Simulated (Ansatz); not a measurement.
A run of Ansatz 0.2.0:

The input input.yaml:

```yaml
crystal:
  lattice:
    - [3.724, 0.0, 0.0]
    - [-1.862, 3.2250786037, 0.0]
    - [0.0, 0.0, 5.062]
  atoms:
    - { symbol: Pt, position: [0.0, 0.0, 0.0] }
    - { symbol: Se, position: [0.6666666667, 0.3333333333, 0.75] }
    - { symbol: Se, position: [0.3333333333, 0.6666666667, 0.25] }
hamiltonian:
  xc: pbesol
  pseudopotentials: { kind: paw_fr }
magnetization:
  noncollinear: true
  spin_orbit: true
kpoints:
  mp_grid: { grid: [8, 8, 5] }
  band_path:
    path:
      - [[0.0, 0.0, 0.0], [0.5, 0.0, 0.0], [0.3333333333, 0.3333333333, 0.0], [0.0, 0.0, 0.0], [0.0, 0.0, 0.5], [0.5, 0.0, 0.5], [0.3333333333, 0.3333333333, 0.5], [0.0, 0.0, 0.5]]
      - [[0.5, 0.0, 0.5], [0.5, 0.0, 0.0]]
      - [[0.3333333333, 0.3333333333, 0.0], [0.3333333333, 0.3333333333, 0.5]]
    npoints: 14
scf:
  occupations: { method: fermi_dirac, width: 0.05 }
  n_extra_bands: 7
output:
  forces: true
  stress: true
  eigenvalues: true
  fatbands: true
```

Potentials or basis: Ansatz PAW.

The run is started by

```sh
$ ansatz run input.yaml --threads 2 --pin off --max-ram 5632MiB --backend cpu --events-out ev --progress --plain --runs-dir out
```

Hardware: 2 threads of Arm Neoverse V2, with other jobs on the host.

**Question.** How long does it take, and how much memory?

**Answer.** Run time: 77 s on 2 threads of Arm Neoverse V2 (shared host), peak memory 0.7 GiB. Counts: scf iterations 10, plane waves 1205, k points 40, bands 57.
